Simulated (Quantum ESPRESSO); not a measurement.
Crystal: SrO.

```
CELL_PARAMETERS angstrom
0.00000 2.56630 2.56630
2.56630 0.00000 2.56630
2.56630 2.56630 0.00000
ATOMIC_POSITIONS crystal
Sr 0.50000 0.50000 0.50000
O 0.00000 0.00000 0.00000
```

| Quantity | Value |
| --- | --- |
| Program | Quantum ESPRESSO 7.5 |
| Task | phonons |
| Functional | LDA |
| Potentials or basis | GBRV 1.5 LDA |
| Cutoff | 612 eV |
| Density cutoff | 4898 eV |
| k mesh | 6 × 6 × 6, shifted |
| Occupations | fermi-dirac, width 0.05 eV |
| Spin | no spin polarisation |
| Target pressure | 80 GPa |
| Form of the LDA correlation | PZ81 |
| Mixing beta | 0.5 |
| Most SCF iterations | 120 |
| SCF threshold | 4e-10 Ry |

The cell and the atoms were relaxed first at 80 GPa, to 11.47 Å³/atom (a = 3.189 Å, b = 3.189 Å, c = 3.189 Å, α = 60.00°, β = 60.00°, γ = 60.00°), and the response was taken there.

The first run showed a gap, so the response started from a second, tighter run with fixed occupations.

Q: What is the highest optical frequency at the zone centre, leaving out the macroscopic field of polar modes?

A: 399 cm⁻¹, a mode of symmetry T1u (IR). With the field the highest mode lies at 677 cm⁻¹.

Optical modes at Γ, degenerate ones joined, polar ones without the macroscopic field:
```
cm⁻¹  components  symmetry  active in  IR intensity, summed ((D/Å)²/amu)
 399           3       T1u         IR                              42.82
```

Zone-centre frequencies without and with the macroscopic field along z (cm⁻¹):
```
                optical modes in rising order
       without                    399 399 399
with the field                    399 399 677
```

Born effective charge tensors (e):
atom 1, Sr
```
2.89 0.00 0.00
0.00 2.89 0.00
0.00 0.00 2.89
```
atom 2, O
```
-2.89  0.00  0.00
 0.00 -2.89  0.00
 0.00  0.00 -2.89
```

Electronic dielectric tensor:
```
4.43 0.00 0.00
0.00 4.43 0.00
0.00 0.00 4.43
```

Static dielectric tensor, electrons and zone-centre modes:
```
12.78  0.00  0.00
 0.00 12.78  0.00
 0.00  0.00 12.78
```

Caveat: the volume moved by over 15 % at a fixed basis, so the end points are rough; the cell is more than 3 GPa from zero pressure, which shifts response properties.
